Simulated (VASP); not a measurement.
# Si (Fd-3m) in VASP: a series of runs, part 2 of 2

VASP 6.6.1. The steps go on from the part before.

## Step 3: Single point, PBE (grid = ENCUT=350 dk=0.45 cell=2x2x2 ISMEAR=0 SIGMA=0.05 LREAL=Auto EDIFF=1e-06)

The input, INCAR:

```
PREC = Accurate ; ENCUT = 350
EDIFF = 1E-6 ; ISMEAR = 0
SIGMA = 0.05 ; LREAL = Auto
LASPH = T ; NELM = 120
ALGO = Fast ; ISIF = 2
LWAVE = F ; LCHARG = F
GGA = PE ; NBANDS = 40
```

The input, KPOINTS:

```
Automatic mesh
0
Gamma
  3 3 3
```

The input, POSCAR:

```
Si
1.0
    0.0000000000      5.4437023730      5.4437023730
    5.4437023730      0.0000000000      5.4437023730
    5.4437023730      5.4437023730      0.0000000000
Si
16
Direct
    0.2500000000      0.2500000000      0.2500000000
    0.2500000000      0.2500000000      0.7500000000
    0.2500000000      0.7500000000      0.2500000000
    0.2500000000      0.7500000000      0.7500000000
    0.7500000000      0.2500000000      0.2500000000
    0.7500000000      0.2500000000      0.7500000000
    0.7500000000      0.7500000000      0.2500000000
    0.7500000000      0.7500000000      0.7500000000
    0.3750000000      0.3750000000      0.3750000000
    0.3750000000      0.3750000000      0.8750000000
    0.3750000000      0.8750000000      0.3750000000
    0.3750000000      0.8750000000      0.8750000000
    0.8750000000      0.3750000000      0.3750000000
    0.8750000000      0.3750000000      0.8750000000
    0.8750000000      0.8750000000      0.3750000000
    0.8750000000      0.8750000000      0.8750000000
```

Potentials or basis: VASP PAW PBE potentials, release 64 (Si).

Started as:

```
> cat potpaw_PBE.64/Si/POTCAR > POTCAR
> mpirun -np 1 vasp_std > vasp.out
```

OUTCAR:

```text
PREC = Accurate
   ENCUT = 350
   EDIFF = 1E-6
   ISMEAR = 0
   LREAL = Auto
   LASPH = T
   NELM = 120
   ISIF = 2
   GGA = PE

 Found      4 irreducible k-points:

 Following reciprocal coordinates:
            Coordinates               Weight
  0.000000  0.000000  0.000000      1.000000
  0.333333  0.000000  0.000000      8.000000
  0.333333  0.333333  0.000000      6.000000
 -0.333333  0.333333  0.000000     12.000000
   k-points           NKPTS =      4   k-points in BZ     NKDIM =      4   number of bands    NBANDS=     40
   number of dos      NEDOS =    301   number of ions     NIONS =     16
   total plane-waves  NPLWV = 110592
   dimension x,y,z NGX =    48 NGY =   48 NGZ =   48
   dimension x,y,z NGXF=    96 NGYF=   96 NGZF=   96
   ions per type =              16
   NGX,Y,Z   is equivalent  to a cutoff of  10.37, 10.37, 10.37 a.u.
   NGXF,Y,Z  is equivalent  to a cutoff of  20.73, 20.73, 20.73 a.u.
 SYSTEM =  unknown system
   PREC   = accura    normal or accurate (medium, high low for compatibility)
   ISTART =      0    job   : 0-new  1-cont  2-samecut
[... 62 lines left out ...]
 Fermi energy:         5.9879351855

 k-point     1 :       0.0000    0.0000    0.0000
  band No.  band energies     occupation
      1      -6.1484      2.00000
      2      -3.8345      2.00000
      3      -3.8345      2.00000
      4      -3.8345      2.00000
      5      -3.8345      2.00000
      6      -2.0292      2.00000
[... 161 lines left out ...]
     39       9.1263      0.00000
     40       9.2161      0.00000

------------------------ aborting loop because EDIFF is reached ----------------------------------------

  FORCE on cell =-STRESS in cart. coord.  units (eV):
  Direction    XX          YY          ZZ          XY          YZ          ZX
  --------------------------------------------------------------------------------------
  -------------------------------------------------------------------------------------
  Total        2.6052969      2.6052969      2.6052969      0.0000000      0.0000000      0.0000000
  in kB       12.9376291     12.9376291     12.9376291      0.0000000      0.0000000      0.0000000
  external PRESSURE =      12.9376291 kB  Pullay stress =       0.0000000 kB

 VOLUME and BASIS-vectors are now :
 -----------------------------------------------------------------------------
  energy-cutoff  :      350.00
  volume of cell :      322.64
      direct lattice vectors                 reciprocal lattice vectors
     0.000000000  5.443702373  5.443702373    -0.091849254  0.091849254  0.091849254
     5.443702373  0.000000000  5.443702373     0.091849254 -0.091849254  0.091849254
     5.443702373  5.443702373  0.000000000     0.091849254  0.091849254 -0.091849254

 POSITION                                       TOTAL-FORCE (eV/Angst)
 -----------------------------------------------------------------------------------
      2.72185      2.72185      2.72185        -0.000000      0.000000     -0.000000
      5.44370      5.44370      2.72185        -0.000000     -0.000000     -0.000000
      5.44370      2.72185      5.44370        -0.000000      0.000000     -0.000000
      8.16555      5.44370      5.44370        -0.000000     -0.000000     -0.000000
      2.72185      5.44370      5.44370        -0.000000      0.000000     -0.000000
      5.44370      8.16555      5.44370        -0.000000     -0.000000     -0.000000
[... 8 lines left out ...]
      6.80463      6.80463      9.52648         0.000000      0.000000      0.000000
      9.52648      9.52648      9.52648         0.000000     -0.000000      0.000000
 -----------------------------------------------------------------------------------
    total drift:                               -0.000000      0.000000     -0.000000

  FREE ENERGIE OF THE ION-ELECTRON SYSTEM (eV)
  ---------------------------------------------------
  free  energy   TOTEN  =       -86.5808043823 eV

  energy  without entropy=      -86.5808043823  energy(sigma->0) =      -86.58080438
```

stdout:

```text
POSCAR found type information on POSCAR Si
 POSCAR found :  1 types and      16 ions
 scaLAPACK will be used
 LDA part: xc-table for (Slater+PW92), standard interpolation
 POSCAR, INCAR and KPOINTS ok, starting setup
 FFT: planning ... GRIDC
 FFT: planning ... GRID_SOFT
 FFT: planning ... GRID
 WAVECAR not read
 entering main loop
```

It took 1.7 min on 1 thread of AMD EPYC 7R43 (Zen 3), shared host; peak memory 0.26 GiB.

The run converged, but some of its settings lie outside the range that counts as converged, so its numbers aren't taken as properties of the crystal.

Results:

```
Free energy            : -86.5808 eV
Pressure               : 1.3 GPa
Band gap on the k mesh : 0.72 eV
```

Caveat: an odd mesh through Γ misses points on the zone boundary, where band edges often lie.

## Step 4: Single point, PBE (grid = ENCUT=400 dk=0.45 cell=2x2x2 ISMEAR=0 SIGMA=0.05 LREAL=Auto EDIFF=1e-06)

INCAR: that of step 3 with these lines changed.

```diff
@@ -1,2 +1,2 @@
-PREC = Accurate ; ENCUT = 350
+PREC = Accurate ; ENCUT = 400
 EDIFF = 1E-6 ; ISMEAR = 0
```

KPOINTS is that of step 3.

POSCAR is that of step 3.

Potentials or basis: VASP PAW PBE potentials, release 64 (Si).

Started as:

```
> cat potpaw_PBE.64/Si/POTCAR > POTCAR
> mpirun -np 1 vasp_std > vasp.out
```

OUTCAR:

```text
PREC = Accurate
   ENCUT = 400
   EDIFF = 1E-6
   ISMEAR = 0
   LREAL = Auto
   LASPH = T
   NELM = 120
   ISIF = 2
   GGA = PE

 Found      4 irreducible k-points:

 Following reciprocal coordinates:
            Coordinates               Weight
  0.000000  0.000000  0.000000      1.000000
  0.333333  0.000000  0.000000      8.000000
  0.333333  0.333333  0.000000      6.000000
 -0.333333  0.333333  0.000000     12.000000
   k-points           NKPTS =      4   k-points in BZ     NKDIM =      4   number of bands    NBANDS=     40
   number of dos      NEDOS =    301   number of ions     NIONS =     16
   total plane-waves  NPLWV = 125000
   dimension x,y,z NGX =    50 NGY =   50 NGZ =   50
   dimension x,y,z NGXF=   100 NGYF=  100 NGZF=  100
   ions per type =              16
   NGX,Y,Z   is equivalent  to a cutoff of  10.80, 10.80, 10.80 a.u.
   NGXF,Y,Z  is equivalent  to a cutoff of  21.59, 21.59, 21.59 a.u.
 SYSTEM =  unknown system
   PREC   = accura    normal or accurate (medium, high low for compatibility)
   ISTART =      0    job   : 0-new  1-cont  2-samecut
[... 63 lines left out ...]
 Fermi energy:         6.0272195686

 k-point     1 :       0.0000    0.0000    0.0000
  band No.  band energies     occupation
      1      -6.1483      2.00000
      2      -3.8346      2.00000
      3      -3.8346      2.00000
      4      -3.8346      2.00000
      5      -3.8346      2.00000
      6      -2.0294      2.00000
[... 161 lines left out ...]
     39       9.1214      0.00000
     40       9.1262      0.00000

------------------------ aborting loop because EDIFF is reached ----------------------------------------

  FORCE on cell =-STRESS in cart. coord.  units (eV):
  Direction    XX          YY          ZZ          XY          YZ          ZX
  --------------------------------------------------------------------------------------
  -------------------------------------------------------------------------------------
  Total        2.6563918      2.6563918      2.6563918     -0.0000000     -0.0000000      0.0000000
  in kB       13.1913607     13.1913607     13.1913607     -0.0000000     -0.0000000      0.0000000
  external PRESSURE =      13.1913607 kB  Pullay stress =       0.0000000 kB

 VOLUME and BASIS-vectors are now :
 -----------------------------------------------------------------------------
  energy-cutoff  :      400.00
  volume of cell :      322.64
      direct lattice vectors                 reciprocal lattice vectors
     0.000000000  5.443702373  5.443702373    -0.091849254  0.091849254  0.091849254
     5.443702373  0.000000000  5.443702373     0.091849254 -0.091849254  0.091849254
     5.443702373  5.443702373  0.000000000     0.091849254  0.091849254 -0.091849254

 POSITION                                       TOTAL-FORCE (eV/Angst)
 -----------------------------------------------------------------------------------
      2.72185      2.72185      2.72185         0.000000     -0.000000     -0.000000
      5.44370      5.44370      2.72185         0.000000     -0.000000     -0.000000
      5.44370      2.72185      5.44370         0.000000      0.000000      0.000000
      8.16555      5.44370      5.44370         0.000000     -0.000000     -0.000000
      2.72185      5.44370      5.44370        -0.000000     -0.000000     -0.000000
      5.44370      8.16555      5.44370         0.000000     -0.000000      0.000000
[... 8 lines left out ...]
      6.80463      6.80463      9.52648        -0.000000      0.000000      0.000000
      9.52648      9.52648      9.52648        -0.000000      0.000000      0.000000
 -----------------------------------------------------------------------------------
    total drift:                               -0.000001     -0.000001     -0.000001

  FREE ENERGIE OF THE ION-ELECTRON SYSTEM (eV)
  ---------------------------------------------------
  free  energy   TOTEN  =       -86.5974133531 eV

  energy  without entropy=      -86.5974133531  energy(sigma->0) =      -86.59741335
```

OSZICAR:

```text
N       E                     dE             d eps       ncg     rms          rms(c)
DAV:   1     0.149834712745E+03    0.14983E+03   -0.21123E+04   320   0.107E+03
DAV:   2    -0.736862999429E+02   -0.22352E+03   -0.21238E+03   384   0.173E+02
DAV:   3    -0.877155679359E+02   -0.14029E+02   -0.13789E+02   416   0.396E+01
[... 11 lines left out ...]
RMM:  15    -0.865974156869E+02   -0.64225E-07   -0.12384E-05   321   0.129E-02    0.120E-01
RMM:  16    -0.865974206827E+02   -0.49958E-05   -0.83697E-06   357   0.132E-02    0.599E-02
RMM:  17    -0.865974182603E+02    0.24224E-05   -0.25287E-06   251   0.807E-03    0.201E-02
RMM:  18    -0.865974130893E+02    0.51710E-05   -0.29702E-06   250   0.668E-03    0.240E-02
RMM:  19    -0.865974133531E+02   -0.26378E-06   -0.14029E-06   216   0.484E-03
   1 F= -.86597413E+02 E0= -.86597413E+02  d E =-.185530E-14
```

Run time: 2.2 min. Hardware: 1 thread of AMD EPYC 7R43 (Zen 3), shared host; peak memory 0.29 GiB.

These settings aren't checked as converged: the numbers below hold their error.

Results:

| Property | Result |
| --- | --- |
| Free energy | -86.5974 eV |
| Pressure | 1.3 GPa |
| Band gap on the k mesh | 0.72 eV |

Caveat: an odd mesh through Γ misses points on the zone boundary, where band edges often lie.

## Step 5: Single point, PBE (grid = ENCUT=350 dk=0.35 cell=2x2x2 ISMEAR=0 SIGMA=0.05 LREAL=Auto EDIFF=1e-06)

INCAR: that of step 4 with these lines changed.

```diff
@@ -1,2 +1,2 @@
-PREC = Accurate ; ENCUT = 400
+PREC = Accurate ; ENCUT = 350
 EDIFF = 1E-6 ; ISMEAR = 0
```

KPOINTS is that of step 4.

POSCAR is that of step 4.

Started as:

```
> cat potpaw_PBE.64/Si/POTCAR > POTCAR
> mpirun -np 1 vasp_std > vasp.out
```

It took 2 min on 1 thread of AMD EPYC 7R43 (Zen 3), shared host; peak memory 0.27 GiB.

These settings aren't checked as converged: the numbers below hold their error.

Results:

```yaml
Free_energy: -86.5808 eV
Pressure: 1.3 GPa
Band_gap_on_the_k_mesh: 0.72 eV
```

Caveat: an odd mesh through Γ misses points on the zone boundary, where band edges often lie.

## Step 6: For comparison

An earlier run on the cell as given: functional PBE; potentials or basis VASP PAW PBE potentials, release 64 (Si); cutoff 520 eV; k mesh 8 × 8 × 8; occupations fermi-dirac, width 0.05 eV; no spin polarisation.

- Pressure: 1.3 GPa
- Band gap on the k mesh: 0.63 eV, indirect (least direct gap 2.56 eV)
